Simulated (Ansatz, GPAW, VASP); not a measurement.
# One calculation of Mg, 3 ways

```xyz
2
Lattice="3.2093 0.0000 0.0000 -1.6046 2.7793 0.0000 0.0000 0.0000 5.2103" Properties=species:S:1:pos:R:3 pbc="T T T"
Mg    1.6047    0.9264    3.9077
Mg    0.0000    1.8529    1.3026
```

Alike in all runs: task single point; functional PBE; k mesh 10 × 10 × 5; occupations gaussian, width 0.028 eV; no spin polarisation; no spin-orbit coupling. Pressure is positive in compression and, in plane waves, holds the error of the finite cutoff.

| program and potentials | plane-wave cutoff (eV) | notes | pressure (GPa) |
| --- | --- | --- | --- |
| VASP, PBE PAW files Mg, 520 eV | 520 | 2 valence electrons an atom on average | -0.57 |
| Ansatz, all-electron LAPW, scalar-relativistic | - | - | -0.46 |
| GPAW, GPAW PAW data sets (gpaw-data 1.2.1) | 800 | 10 valence electrons an atom on average | -0.52 |

The pressure spans -0.57 (VASP, PBE PAW files Mg, 520 eV) to -0.46 GPa (Ansatz, all-electron LAPW, scalar-relativistic), with all-electron results at -0.46.

Differences between rows come from potentials, basis sets and numerical settings, since the functional is the same but for its coding. Runs on potential files found faulty are left out.
